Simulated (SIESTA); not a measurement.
TiSi2:

```
CELL_PARAMETERS angstrom
0.00000 4.11752 4.26290
2.38951 0.00000 4.26290
2.38951 4.11752 0.00000
ATOMIC_POSITIONS crystal
Ti 0.75000 0.75000 0.75000
Ti 0.50000 0.50000 0.50000
Si 0.41257 0.08743 0.41257
Si 0.08743 0.41257 0.08743
Si 0.16257 0.83743 0.16257
Si 0.83743 0.16257 0.83743
```

The cell is a database's computed one.

Base run:

```yaml
Program: SIESTA 5.4.2
Functional: PBE
Potentials_or_basis: PseudoDojo 0.4 standard (PBE files)
Basis: SZ (energy shift 0.003 Ry)
Grid_cutoff: 800 Ry
Energy_shift: 0.003 Ry
k_mesh: 5 × 5 × 5
Occupations: fermi-dirac, width 0.05 eV
Spin: no spin polarisation
```

Its results: band gap on the k mesh none (metal or under the smearing width); pressure 22.3 GPa; largest force 0.203 eV/Å.

**Question.** The run is repeated on the same cell with these changes: basis from SZ (energy shift 0.003 Ry) to DZP (energy shift 0.003 Ry; two zetas on semicore shells). What comes out?

**Answer.** Band gap on the k mesh none (metal or under the smearing width); pressure 2.7 GPa; largest force 0.027 eV/Å.

Caveats: the basis of atomic orbitals isn't converged, which shifts pressures, moduli and gaps; the basis has no polarisation orbitals (some runs).
